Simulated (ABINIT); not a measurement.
**Beyond one shot: BAs (F-43m)**

Wanted: G0W0 and self-consistent gaps of BAs (F-43m), with the cost of the cycles.

Main program and level: ABINIT 10.8.3; LDA and many-body steps on it, plane waves.

**The experiments to reproduce.**

- Gap 1.82 eV: indirect optical gap from absorption edge; UV-visible absorption; 300 K; bulk crystal (single crystal grown by chemical vapor transport) (“Basic Physical Properties of Cubic Boron Arsenide”, 2019, arxiv:1911.11281).

- Gap 4.12 eV: direct gap from square of absorption coefficient, average of two samples; spectroscopic ellipsometry; 300 K; bulk crystal (CVT-grown opaque bulk crystals) (“Optical properties of cubic boron arsenide”, 2019, arxiv:1911.04914).

- Gap 2.02 eV: indirect gap from square root of absorption coefficient, average of three samples; transmission and reflection spectroscopy; 300 K; bulk crystal (CVT-grown platelets about 10 um thick) (“Optical properties of cubic boron arsenide”, 2019, arxiv:1911.04914).

**1. Starting point**

The structure is cubic, space group F-43m (No. 216). Conventional cell: a = 4.777 Å, b = 4.777 Å, c = 4.777 Å, α = 90.00°, β = 90.00°, γ = 90.00°. Nearest to B lie 4 As at 2.07 Å. As has 4 B at 2.07 Å nearest. Farther neighbours are not listed.

The cell and positions come from the Crystallography Open Database and are kept as given unless a step says otherwise.

**2. Empty states on the mesh, 6×6×6 mesh, 103 bands**

This step: ABINIT 10.8.3; DFT, LDA, plane waves, norm-conserving pseudopotentials.

The sums over transitions need many empty states on a uniform mesh; this step solves for them.

Input file run.abi:

```
acell 3*1.0 Angstrom
rprim 
  -0.000000000000 2.388500000000 2.388500000000
  2.388500000000 -0.000000000000 2.388500000000
  2.388500000000 2.388500000000 -0.000000000000
ntypat 2
znucl 5 33
natom 2
typat 1 2
xred 
  0.000000000000 0.000000000000 0.000000000000
  0.250000000000 0.250000000000 0.250000000000
pp_dirpath "pseudos"
pseudos "B.upf, As.upf"
ecut 44
ngkpt 6 6 6
nshiftk 1
shiftk 0 0 0
kptopt 1
chksymbreak 0
irdden 1
istwfk *1
nband 103
prtvol 0
optdriver 6
gwr_task "HDIAGO"
paral_kgb 0
occopt 1
indata_prefix "in"
outdata_prefix "out"
tmpdata_prefix "tmp"
```

Command:

```bash
> OMP_NUM_THREADS=1 mpirun -n 4 abinit run.abi > log
```

What it wrote:

```text
.Version 10.8.3 of ABINIT. v10.8.2 released Aug 2026.

 Symmetries : space group F-4 3 m (#216); Bravais cF (face-center cubic)
[... echo of the input left out ...]
== DATASET  1 ==================================================================
-   mpi_nproc: 4, omp_nthreads: 1 (-1 if OMP is not activated)

--- !DatasetInfo
iteration_state: {dtset: 1, }
dimensions: {natom: 2, nkpt: 16, mband: 103, nsppol: 1, nspinor: 1, nspden: 1, mpw: 2637, }
cutoff_energies: {ecut:  44.0, pawecutdg:  -1.0, }
[...]
Indirect band gap semiconductor
 Fundamental gap:     1.238 (eV)
   VBM:     7.764 (eV) at k: [ 0.0000E+00,  0.0000E+00,  0.0000E+00]
   CBM:     9.002 (eV) at k: [ 3.3333E-01,  3.3333E-01,  0.0000E+00]
 Direct gap:         3.259 (eV) at k: [ 0.0000E+00,  0.0000E+00,  0.0000E+00]

== END DATASET(S) ==============================================================
================================================================================

 -outvars: echo values of variables after computation  --------
           etotal      0.0000000000E+00
            nband         103
             nkpt          16
          spgroup         216
 [... the other variables as echoed above ...]

 Calculation completed.
```

The job ended after 68 s (4 MPI ranks of Arm Neoverse V1, shared host; peak memory 1.7 GiB).

Numbers from this step:

| Quantity | Value |
| --- | --- |
| gap | 1.238 eV |
| k of the valence top | 0, 0, 0 |
| k of the conduction bottom | 0.3333, 0.3333, 0 |
| least direct gap | 3.259 eV |
| k points computed | 16 |
| lowest point of the top converged band, above the valence top | 104.8962 eV |

On this mesh the gap is 1.238 eV.

The density comes from a self-consistent run that is not shown.

**3. Screening, 6×6×6 mesh, 95 bands, screening to 179.6 eV**

The RPA dielectric matrix is built and inverted for each q.

This step: RPA screening on LDA, plane waves, norm-conserving pseudopotentials.

run.abi, as its differences from that of step 2:

```diff
@@ -20,10 +20,11 @@
 chksymbreak 0
-irdden 1
 istwfk *1
-nband 103
-prtvol 0
-optdriver 6
-gwr_task "HDIAGO"
-paral_kgb 0
 occopt 1
+irdwfk 1
+optdriver 3
+nband 95
+ecuteps 6.6
+inclvkb 2
+awtr 1
+symchi 1
 indata_prefix "in"
```

What it wrote:

```text
.Version 10.8.3 of ABINIT. v10.8.2 released Aug 2026.

 Symmetries : space group F-4 3 m (#216); Bravais cF (face-center cubic)
[... echo of the input left out ...]
== DATASET  1 ==================================================================
-   mpi_nproc: 4, omp_nthreads: 1 (-1 if OMP is not activated)

--- !DatasetInfo
iteration_state: {dtset: 1, }
dimensions: {natom: 2, nkpt: 16, mband: 95, nsppol: 1, nspinor: 1, nspden: 1, mpw: 2637, }
cutoff_energies: {ecut:  44.0, pawecutdg:  -1.0, }
electrons: {nelect:   2.60000000E+01, charge:   0.00000000E+00, occopt:   1.00000000E+00, tsmear:   1.00000000E-02, }

 SCREENING: Calculation of the susceptibility and dielectric matrices

 Based on a program developped by R.W. Godby, V. Olevano, G. Onida, and L. Reining.
 Incorporated in ABINIT by V. Olevano, G.-M. Rignanese, and M. Torrent.
.Using double precision arithmetic ; gwpc =  8

[... cell and pseudopotentials left out ...]
--------------------------------------------------------------------------------

 ==== K-mesh for the wavefunctions ====
 Number of points in the irreducible wedge :    16
[... list of points left out ...]
 Together with 24 symmetry operations and time-reversal symmetry
 yields   216 points in the full Brillouin Zone.

 ==== Q-mesh for the screening function ====
 Number of points in the irreducible wedge :    16
[... list of points left out ...]
 Together with 24 symmetry operations and time-reversal symmetry
 yields   216 points in the full Brillouin Zone.

 setmesh: FFT mesh size selected  =    27x   27x   27
          total number of points  =        19683

 vcoul_init : cutoff-mode = AUXILIARY_FUNCTION
 q-points for optical limit:   1
     1)      0.000010    0.000020    0.000030

- screening: taking advantage of time-reversal symmetry
- Maximum band index for partially occupied states nbvw = 13
- Remaining bands to be divided among processors   nbcw = 82
- Number of bands treated by each node ~20

 Number of electrons calculated from density =   26.0000; Expected =   26.0000
 average of density, n =  0.141374
 r_s =    1.1908
 omega_plasma =   36.2695 [eV]

 calculating chi0 at frequencies [eV] :
  1    0.000000E+00    0.000000E+00
  2    0.000000E+00    3.626946E+01

--------------------------------------------------------------------------------
  q-point number  1        q = ( 0.000000, 0.000000, 0.000000) [r.l.u.]
--------------------------------------------------------------------------------
[... chi0 elements left out ...]
 For q-point:  0.000010 0.000020 0.000030
  dielectric constant =  10.6684
  dielectric constant without local fields =  11.6944

  Average fulfillment of the sum rule on Im[epsilon] for q-point    1 :     46.44  [%]
[... wings left out ...]
  q-point number  2        q = ( 0.166667, 0.000000, 0.000000) [r.l.u.]
--------------------------------------------------------------------------------
[... chi0 elements left out ...]
  Average fulfillment of the sum rule on Im[epsilon] for q-point    2 :     55.68  [%]

 [... 14 further q-points ...]
```

The job ended after 2.5 min (4 MPI ranks; peak memory 1.1 GiB).

This step gave:

- ε∞ with local fields, on this mesh, along the program's q direction: 10.67
- the same without local fields: 11.69
- plasma frequency: 36.27 eV
- plane waves in the screening matrix: 169

Local fields lower ε∞ by 9 %.

**4. G0W0**

The self-energy is evaluated for the states that the input lists, and the levels follow from it, in one-shot runs by the linearised quasiparticle equation.

This step: G0W0 on LDA, plane waves, norm-conserving pseudopotentials.

run.abi, as its differences from that of step 3:

```diff
@@ -23,8 +23,21 @@
 irdwfk 1
-optdriver 3
+optdriver 4
 nband 95
+gwcalctyp 0
+ecutsigx 44
+symsigma 1
+nkptgw 4
+kptgw 
+  0.0000000000 0.0000000000 0.0000000000
+  0.3333333333 0.3333333333 0.0000000000
+  0.5000000000 0.0000000000 0.0000000000
+  0.5000000000 0.5000000000 0.0000000000
+bdgw 
+  11 16
+  12 15
+  12 16
+  12 15
 ecuteps 6.6
-inclvkb 2
-awtr 1
-symchi 1
+irdscr 1
+ppmodel 1
 indata_prefix "in"
```

What it wrote:

```text
.Version 10.8.3 of ABINIT. v10.8.2 released Aug 2026.

 Symmetries : space group F-4 3 m (#216); Bravais cF (face-center cubic)
[... echo of the input left out ...]
== DATASET  1 ==================================================================
-   mpi_nproc: 4, omp_nthreads: 1 (-1 if OMP is not activated)

--- !DatasetInfo
iteration_state: {dtset: 1, }
dimensions: {natom: 2, nkpt: 16, mband: 95, nsppol: 1, nspinor: 1, nspden: 1, mpw: 2637, }
cutoff_energies: {ecut:  44.0, pawecutdg:  -1.0, }
electrons: {nelect:   2.60000000E+01, charge:   0.00000000E+00, occopt:   1.00000000E+00, tsmear:   1.00000000E-02, }

 SIGMA: Calculation of the GW corrections

 Based on a program developped by R.W. Godby, V. Olevano, G. Onida, and L. Reining.
 Incorporated in ABINIT by V. Olevano, G.-M. Rignanese, and M. Torrent.
.Using double precision arithmetic ; gwpc =  8

[... cell and pseudopotentials left out ...]
--------------------------------------------------------------------------------

 ==== K-mesh for the wavefunctions ====
 Number of points in the irreducible wedge :    16
[... list of points left out ...]
 Together with 24 symmetry operations and time-reversal symmetry
 yields   216 points in the full Brillouin Zone.

 ==== Q-mesh for screening function ====
 Number of points in the irreducible wedge :    16
[... list of points left out ...]
 Together with 24 symmetry operations and time-reversal symmetry
 yields   216 points in the full Brillouin Zone.

 vcoul_init : cutoff-mode = AUXILIARY_FUNCTION
 q-points for optical limit:   1
     1)      0.000010    0.000020    0.000030
 setmesh: FFT mesh size selected  =    40x   40x   40
          total number of points  =        64000

 Number of electrons calculated from density =   26.0000; Expected =   26.0000
 average of density, n =  0.141374
 r_s =    1.1908
 omega_plasma =   36.2695 [eV]

 === KS Band Gaps ===
  >>>> For spin  1
   Minimum direct gap =   3.2594 [eV], located at k-point      :   0.0000  0.0000  0.0000
   Fundamental gap    =   1.2383 [eV], Top of valence bands at :   0.0000  0.0000  0.0000
                                       Bottom of conduction at :   0.3333  0.3333  0.0000
 SIGMA fundamental parameters:
 PLASMON POLE MODEL  1
 number of plane-waves for SigmaX                 2637
 number of plane-waves for SigmaC and W            169
 number of plane-waves for wavefunctions          2637
 number of bands                                    95
 number of independent spin polarizations            1
 number of spinorial components                      1
 number of k-points in IBZ                          16
 number of q-points in IBZ                          16
 number of symmetry operations                      24
 number of k-points in BZ                          216
 number of q-points in BZ                          216
 number of frequencies for dSigma/dE                 9
 frequency step for dSigma/dE [eV]                0.25
 number of omega for Sigma on real axis              0
 max omega for Sigma on real axis  [eV]           0.00
 zcut for avoiding poles [eV]                     0.10

 EPSILON^-1 parameters (SCR file):
 dimension of the eps^-1 matrix on file            169
 dimension of the eps^-1 matrix used               169
 number of plane-waves for wavefunctions          2637
 number of bands                                    95
 number of q-points in IBZ                          16
 number of frequencies                               2
 number of real frequencies                          1
 number of imag frequencies                          1

 matrix elements of self-energy operator (all in [eV])

 Perturbative Calculation

--- !SelfEnergy_ee
iteration_state: {dtset: 1, }
kpoint     : [   0.000,    0.000,    0.000, ]
spin       : 1
KS_gap     :    3.259
QP_gap     :    4.173
Delta_QP_KS:    0.914
data: !SigmaeeData |
     Band     E0 <VxcDFT>   SigX SigC(E0)      Z dSigC/dE  Sig(E)    E-E0       E
       11   7.764 -14.374 -15.544   0.714   0.807  -0.240 -14.742  -0.367   7.396
       12   7.764 -14.374 -15.544   0.714   0.807  -0.240 -14.742  -0.367   7.396
       13   7.764 -14.374 -15.544   0.714   0.807  -0.240 -14.742  -0.367   7.396
       14  11.023 -13.345  -8.398  -4.271   0.809  -0.236 -12.798   0.546  11.569
       15  11.023 -13.345  -8.398  -4.271   0.809  -0.236 -12.798   0.546  11.569
       16  11.023 -13.345  -8.398  -4.271   0.809  -0.236 -12.798   0.546  11.569

--- !SelfEnergy_ee
iteration_state: {dtset: 1, }
kpoint     : [   0.333,    0.333,    0.000, ]
spin       : 1
KS_gap     :    4.687
QP_gap     :    5.525
Delta_QP_KS:    0.838
data: !SigmaeeData |
     Band     E0 <VxcDFT>   SigX SigC(E0)      Z dSigC/dE  Sig(E)    E-E0       E
[...]
--- !SelfEnergy_ee
iteration_state: {dtset: 1, }
kpoint     : [   0.500,    0.000,    0.000, ]
spin       : 1
KS_gap     :    4.491
QP_gap     :    5.323
Delta_QP_KS:    0.831
data: !SigmaeeData |
     Band     E0 <VxcDFT>   SigX SigC(E0)      Z dSigC/dE  Sig(E)    E-E0       E
[...]
--- !SelfEnergy_ee
iteration_state: {dtset: 1, }
kpoint     : [   0.500,    0.500,    0.000, ]
spin       : 1
KS_gap     :    5.416
QP_gap     :    6.356
Delta_QP_KS:    0.939
data: !SigmaeeData |
     Band     E0 <VxcDFT>   SigX SigC(E0)      Z dSigC/dE  Sig(E)    E-E0       E
[...]
13   3.694 -13.318 -16.213   2.155   0.792  -0.262 -13.904  -0.586   3.108
       14   9.110 -11.691  -7.122  -4.137   0.820  -0.220 -11.337   0.354   9.464
       15   9.205 -11.418  -7.020  -4.149   0.816  -0.225 -11.215   0.203   9.408

== END DATASET(S) ==============================================================
================================================================================

 -outvars: echo values of variables after computation  --------
           etotal      0.0000000000E+00
            nband          95
             nkpt          16
          spgroup         216
 [... the other variables as echoed above ...]

 Calculation completed.
```

Wall time 27 s (4 MPI ranks); peak memory 1 GiB; 1.8 min of CPU time.

This step gave:

```yaml
g0w0_gap_on_the_mesh: 1.897 eV
starting_gap_on_the_mesh: 1.238 eV
k_of_the_valence_top: 0, 0, 0
k_of_the_conduction_bottom: 0.3333, 0.3333, 0
z_at_the_valence_top: 0.807
z_at_the_conduction_bottom: 0.816
least_direct_g0w0_gap_on_the_computed_points: 4.173 eV
```

The gap on the mesh goes from 1.24 eV to 1.90 eV, a correction of +0.66 eV.

**5. evGW0, cycle 1**

This step: evGW0 on LDA, plane waves, norm-conserving pseudopotentials.

run.abi, as its differences from that of step 4:

```diff
@@ -25,16 +25,40 @@
 nband 95
-gwcalctyp 0
+gwcalctyp 10
 ecutsigx 44
 symsigma 1
-nkptgw 4
+nkptgw 16
 kptgw 
   0.0000000000 0.0000000000 0.0000000000
+  0.1666666667 0.0000000000 0.0000000000
+  0.3333333333 0.0000000000 0.0000000000
+  0.5000000000 0.0000000000 0.0000000000
+  0.1666666667 0.1666666667 0.0000000000
+  0.3333333333 0.1666666667 0.0000000000
+  0.5000000000 0.1666666667 0.0000000000
+  -0.3333333333 0.1666666667 0.0000000000
+  -0.1666666667 0.1666666667 0.0000000000
   0.3333333333 0.3333333333 0.0000000000
-  0.5000000000 0.0000000000 0.0000000000
+  0.5000000000 0.3333333333 0.0000000000
+  -0.3333333333 0.3333333333 0.0000000000
   0.5000000000 0.5000000000 0.0000000000
+  0.5000000000 0.3333333333 0.1666666667
+  -0.3333333333 0.3333333333 0.1666666667
+  -0.3333333333 0.5000000000 0.1666666667
 bdgw 
-  11 16
-  12 15
-  12 16
-  12 15
+  11 17
+  11 17
+  11 17
+  11 17
+  11 17
+  11 17
+  11 17
+  11 17
+  11 17
+  11 17
+  11 17
+  11 17
+  11 17
+  11 17
+  11 17
+  11 17
 ecuteps 6.6
```

What it wrote:

```text
.Version 10.8.3 of ABINIT. v10.8.2 released Aug 2026.

 Symmetries : space group F-4 3 m (#216); Bravais cF (face-center cubic)
[... echo of the input left out ...]
== DATASET  1 ==================================================================
-   mpi_nproc: 4, omp_nthreads: 1 (-1 if OMP is not activated)

--- !DatasetInfo
iteration_state: {dtset: 1, }
dimensions: {natom: 2, nkpt: 16, mband: 95, nsppol: 1, nspinor: 1, nspden: 1, mpw: 2637, }
cutoff_energies: {ecut:  44.0, pawecutdg:  -1.0, }
electrons: {nelect:   2.60000000E+01, charge:   0.00000000E+00, occopt:   1.00000000E+00, tsmear:   1.00000000E-02, }

 SIGMA: Calculation of the GW corrections

 Based on a program developped by R.W. Godby, V. Olevano, G. Onida, and L. Reining.
 Incorporated in ABINIT by V. Olevano, G.-M. Rignanese, and M. Torrent.
.Using double precision arithmetic ; gwpc =  8

[... cell and pseudopotentials left out ...]
--------------------------------------------------------------------------------

 ==== K-mesh for the wavefunctions ====
 Number of points in the irreducible wedge :    16
[... list of points left out ...]
 Together with 24 symmetry operations and time-reversal symmetry
 yields   216 points in the full Brillouin Zone.

 ==== Q-mesh for screening function ====
 Number of points in the irreducible wedge :    16
[... list of points left out ...]
 Together with 24 symmetry operations and time-reversal symmetry
 yields   216 points in the full Brillouin Zone.

 vcoul_init : cutoff-mode = AUXILIARY_FUNCTION
 q-points for optical limit:   1
     1)      0.000010    0.000020    0.000030
 setmesh: FFT mesh size selected  =    40x   40x   40
          total number of points  =        64000

 Number of electrons calculated from density =   26.0000; Expected =   26.0000
[...]
spin       : 1
KS_gap     :    8.148
QP_gap     :    9.115
Delta_QP_KS:    0.967
data: !SigmaeeData |
     Band     E_DFT   <VxcDFT>   E(N-1)  <Hhartree>   SigX  SigC[E(N-1)]    Z     dSigC/dE  Sig[E(N)]  DeltaE  E(N)_pert E(N)_diago
[...]
--- !SelfEnergy_ee
iteration_state: {dtset: 1, }
kpoint     : [  -0.333,    0.500,    0.167, ]
spin       : 1
KS_gap     :    8.729
QP_gap     :    9.666
Delta_QP_KS:    0.936
data: !SigmaeeData |
     Band     E_DFT   <VxcDFT>   E(N-1)  <Hhartree>   SigX  SigC[E(N-1)]    Z     dSigC/dE  Sig[E(N)]  DeltaE  E(N)_pert E(N)_diago
[...]
16    16.394   -13.434    16.394    29.828    -6.511    -6.176     0.778    -0.285   -12.852     0.582    16.976    17.141
       17    16.561   -13.272    16.561    29.833    -6.412    -6.064     0.784    -0.276   -12.648     0.625    17.185    17.357

 New Fermi energy :        3.062568E-01 Ha ,    8.333672E+00 eV

 === QP Band Gaps ===
  >>>> For spin  1
   Minimum direct gap =   4.3900 [eV], located at k-point      :   0.0000  0.0000  0.0000
   Fundamental gap    =   2.0512 [eV], Top of valence bands at :   0.0000  0.0000  0.0000
                                       Bottom of conduction at :   0.3333  0.3333  0.0000

 writing QP data on file : out_QPS

 Convergence of QP corrections
 >>>>> For spin  1 <<<<<
.  kptgw no:  1; Maximum DeltaE = (   0.000   0.000) for band index:  6
.  kptgw no:  2; Maximum DeltaE = (  -0.367  -0.000) for band index:  5
.  kptgw no:  3; Maximum DeltaE = (   0.546  -0.000) for band index:  1
[...]
.  kptgw no: 15; Maximum DeltaE = (   0.203   0.000) for band index:  1
.  kptgw no: 16; Maximum DeltaE = (   0.421  -0.000) for band index:  1

== END DATASET(S) ==============================================================
================================================================================

 -outvars: echo values of variables after computation  --------
           etotal      0.0000000000E+00
            nband          95
             nkpt          16
          spgroup         216
 [... the other variables as echoed above ...]

 Calculation completed.
```

It took 6.3 min on 4 MPI ranks; peak memory 1.3 GiB.

Numbers from this step:

| Property | Result |
| --- | --- |
| quasiparticle gap on the mesh | 2.051 eV |
| gap of the density functional on the mesh | 1.238 eV |
| k of the valence top | 0, 0, 0 |
| k of the conduction bottom | 0.3333, 0.3333, 0 |
| Z at the valence top | 0.807 |
| Z at the conduction bottom | 0.816 |
| least direct quasiparticle gap on the computed points | 4.390 eV |

Against G0W0 in ABINIT (6×6×6 mesh, 95 bands, screening to 179.6 eV, Godby-Needs plasmon pole), the gap moves by +0.154 eV. This first cycle still uses the starting levels; it takes the full correction, at all points of the mesh, and its linearised value is 1.897 eV.

[end of part 1 of 3]

[Paths, hosts, dates, memory and timing lines, banners, echoed tables and standing remarks are left out of the program output.]

[Logs are printed without paths, hosts, clocks, repeated set-up lines and the standing remarks that a program may print on its own settings, such as how far it seeks lower states.]

[Runs of the session that timed out or met a known fault of the program may be left out.]

[Hosts, paths, dates, database ids (printed as entryN), source tags and the programs' standing remarks are cut or masked in the printed files.]

[G0W0 gaps are taken among the corrected bands and points alone; a level outside them can change the order at an edge.]

[Where Ansatz stands beside ABINIT at settings called matched, ABINIT's density can come from a denser mesh and the files from another edition; pairs whose starting gaps differed by over 0.03 eV were left out, so agreement reads better than it is.]
